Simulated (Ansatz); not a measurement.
**CaO: a line through an energy map**

The task here is to estimate one member of a computed series from the others.

Method: DFT PBE, scalar-relativistic, plane waves, PAW, in Ansatz 0.2.0.

17 further runs of the same task are left out: 17 set aside as unsound or not needed.

### The system as given

Symmetry: P6_3/mmc, No. 194, hexagonal system. The conventional cell has a = 4.005 Å, b = 4.005 Å, c = 4.808 Å, α = 90.00°, β = 90.00°, γ = 120.00°. Around Ca (site symmetry -6m2) lie 5 O at 2.31 to 2.40 Å. O (site symmetry -6m2) has 5 Ca at 2.31 to 2.40 Å as nearest neighbours.

Structure file:

```xyz
4
Lattice="4.0047 0.0000 0.0000 -2.0023 3.4681 0.0000 0.0000 0.0000 4.8078" Properties=species:S:1:pos:R:3 pbc="T T T"
Ca    0.0000    2.3121    3.6058
Ca    2.0023    1.1560    1.2019
O     0.0000    2.3121    1.2019
O     2.0023    1.1560    3.6058
```

It goes back to an entry of the Materials Project, which need not be the stable form.

It is the result of an earlier relaxation at this level (volume 16.69 Å³/atom; gap on the mesh: 3.14 eV).

### What is varied

The energy is mapped over two homogeneous strains (x along [1 0 0], y along [1 2 0], z along [0 0 1] of the conventional cell).

The axes are (1) strain +e along x and -e along y: 7 values from −11.0 %; (2) strain +e along z and -e/2 along x and y: 7 values from −4.00 %.

Nothing else is relaxed (fractional coordinates fixed). Energies count from the relaxed crystal. Points are written as (first, second).

The first run:

input.yaml

```yaml
crystal:
  lattice:
    - [3.6176222639, 0.0, 0.0]
    - [-1.8088111319, 3.895945655, 0.0]
    - [0.0, 0.0, 4.6793913223]
  atoms:
    - { symbol: Ca, position: [0.3333333333, 0.6666666667, 0.75] }
    - { symbol: Ca, position: [0.6666666667, 0.3333333333, 0.25] }
    - { symbol: O, position: [0.3333333333, 0.6666666667, 0.25] }
    - { symbol: O, position: [0.6666666667, 0.3333333333, 0.75] }
basis:
  ecutwfc: 520.0
kpoints:
  mp_grid: { grid: [9, 9, 6] }
hamiltonian:
  xc: pbe
scf:
  occupations: { method: gaussian, width: 0.05 }
output:
  forces: true
  stress: true
  eigenvalues: true
  write_density: true
  write_potential: true
  elf: true
  volumetric_format: npy
```

Command:

```sh
$ ansatz run input.yaml --threads 1 --pin off --max-ram 2048MiB --backend cpu --events-out ev --progress --plain --runs-dir out
```

Steps of the session up to this table: The run at (−11.0 %, −2.67 %); Grid point (−7.3 %, −2.67 %); The run at (−3.7 %, −2.67 %); Grid point (0.0 %, −2.67 %); The run at (7.3 %, −2.67 %); The run at (11.0 %, −2.67 %).

One of the session's tables, all rows but one given; the rest of the session is left out.

```
strain +e along x and -e along y (%)  energy (meV/atom)  slope (meV/atom per %)  pressure (GPa)  band gap on the k-mesh (eV)  largest force on an atom (eV/Å)
                               −11.0                 89                   −14.9            2.86                        3.111                             0.88
                                −7.3                  ?                       ?               ?                            ?                                ?
                                −3.7                 17                    −5.0            0.90                        3.026                             0.34
                                 0.0                  7                     0.0            0.62                        3.013                             0.00
                                 3.7                 17                     5.5            0.94                        3.029                             0.43
                                 7.3                 49                    12.2            1.96                        3.081                             0.99
                                11.0                109                    20.7            3.88                        3.180                             1.77
```

**Question.** Estimate the row for strain +e along x and -e along y (%) = −7.3.

Worked estimate for «energy (meV/atom)». A straight line through the neighbours (−11.0, 89) and (−3.7, 17) gives 89 + (17 − 89) × (−7.3 − −11.0) / (−3.7 − −11.0) = 53; a parabola fitted to 3 rows on both sides gives 44.

As computed: energy (meV/atom): 44; slope (meV/atom per %): −9.8; pressure (GPa): 1.67; band gap on the k-mesh (eV): 3.061; largest force on an atom (eV/Å): 0.62. In «energy (meV/atom)» the line misses by +9 and the parabola by +0.

Energies count from the relaxed crystal. Rows without a step come from runs not printed here or follow by symmetry. Slopes come from the forces (and the stress, where the cell changes), not from differences of energies.

What this shows: The lowest point of the line is at 0.0 %, 7 meV/atom from the zero. Energies and slopes round the minimum, fitted together, put the minimum at 0.00 %, with a curvature of about 1.4 meV/atom per %². Divided by the reference volume, that is a stiffness of about 140 GPa for this pattern of strain, with the ions clamped. The highest point computed, at 11.0 %, lies 102 meV/atom above the lowest. This is one cut through a surface in two coordinates; the map's lowest point lies off it. With the other coordinates free, the energies away from the reference would be the same or lower.

To keep in mind: These are semilocal Kohn-Sham gaps, which aren't the measured quantity.
